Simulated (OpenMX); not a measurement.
Crystal: AlRu.

```xyz
2
Lattice="2.9916 0.0000 0.0000 0.0000 2.9916 0.0000 0.0000 0.0000 2.9916" Properties=species:S:1:pos:R:3 pbc="T T T"
Ru    1.4958    1.4958    1.4958
Al    0.0000    0.0000    0.0000
```

Base run:

| Quantity | Value |
| --- | --- |
| Program | OpenMX 3.8.5 |
| Functional | PBE |
| Potentials or basis | OpenMX 2013 PBE set, Ru7.0-s3p2d2, Al7.0-s2p2d1, grid cutoff 400 Ry |
| k mesh | 7 × 7 × 7 |
| Occupations | fermi-dirac, width 0.05 eV |
| Spin | no spin polarisation |

Its results: band gap on the k mesh none (metal or under the smearing width); pressure 4.2 GPa.

The run is repeated on the same cell with these changes: dispersion from none to D3(BJ). What comes out?

Band gap on the k mesh none (metal or under the smearing width); pressure -2.3 GPa.

Dispersion adds attraction, which lowers the pressure at fixed volume and, as a term added to the energy, leaves the levels alone.

Caveats: the basis of atomic orbitals isn't converged, which shifts pressures, moduli and gaps; pairwise dispersion overbinds metals, which lowers pressure and volume (some runs).

Not every run made on this cell is shown here.
